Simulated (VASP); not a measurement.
Si, 6 atoms in the cell. The structure is cubic, space group Pm-3n (No. 223). Conventional cell: a = 4.660 Å, b = 4.660 Å, c = 4.660 Å, α = 90.00°, β = 90.00°, γ = 90.00°. Around Si (site symmetry -4m2) lie 2 Si at 2.33 Å. The cell was built by a generator and needn't be a form met in nature.

* Program: VASP 6.6.1
* Task: density of states
* Functional: PBE
* Potentials or basis: VASP PAW PBE potentials, release 64 (Si)
* Cutoff: 520 eV
* k mesh: 8 × 8 × 8
* Occupations: gaussian, width 0.1 eV
* Spin: no spin polarisation
* Dipole correction: no
* k mesh for the DOS: 12 × 12 × 12
* Occupations for the DOS: tetrahedron
* Further INCAR settings: ALGO = Normal; EDIFF = 1e-06; NBANDS = 21

Potentials or basis: VASP PAW PBE potentials, release 64 (Si).

Launch:

```console
$ cat potpaw_PBE.64/Si/POTCAR > POTCAR
$ cp INCAR.step1 INCAR
$ cp KPOINTS.step1 KPOINTS
$ mpirun -np 1 vasp_std > vasp.out
$ cp INCAR.step2 INCAR
$ cp KPOINTS.step2 KPOINTS
$ mpirun -np 1 vasp_std > vasp.out
```

Hardware: 1 thread of Intel(R) Xeon(R) 6975P-C (Granite Rapids), on a shared host.

Q: Estimate the wall time of this run.

A: It took 57 s on 1 thread of Intel(R) Xeon(R) 6975P-C (Granite Rapids) (shared host), peak memory 0.26 GiB. Counts: scf iterations 7, k points 84.
